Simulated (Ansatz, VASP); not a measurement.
TePb: VASP beside Ansatz

```
Pb Te
1.0
     4.00229    0.00000    0.00000
     0.00000    4.00229    0.00000
     0.00000    0.00000    4.00229
Pb Te
1 1
Direct
  0.00000 0.00000 0.00000
  0.50000 0.50000 0.50000
```

Measurements of this composition are mostly on another form, of space group No. 225.

Alike in both runs: task relaxation of cell and atoms; functional BLYP; dispersion D4; k mesh 7 × 7 × 7; occupations fermi-dirac, width 0.05 eV; no spin polarisation.

|  | VASP | Ansatz |
| --- | --- | --- |
| version | VASP 6.6.1 | Ansatz 0.2.0 |
| potentials or method | VASP PAW PBE potentials, release 64 (Pb_d, Te), cutoff 600 eV | all-electron LAPW, scalar-relativistic |

|  | VASP | Ansatz | Ansatz less VASP |
| --- | --- | --- | --- |
| relaxed volume (Å³/atom) | 38.47 | 32.71 | -5.757 |
| relaxed cell length with the largest relative difference (Å) | 4.253 | 4.029 | -0.2237 |
| energy change over the relaxation (meV/atom) | 32 | -16 | -48.6 |

One of these differences is far larger than is usual between the two programs; its cause wasn't traced. Ansatz ran all-electron here, so the differences hold the error of VASP's frozen core and of both bases.

Caveats: the volume moved by over 15 % at a fixed basis, so the end points are rough (VASP); the PAW data sets were made with another functional, which shifts forces and pressure a little (VASP); pairwise dispersion overbinds metals, which lowers pressure and volume (VASP). Spin-orbit coupling is left out, which matters for the levels of Pb, Te.
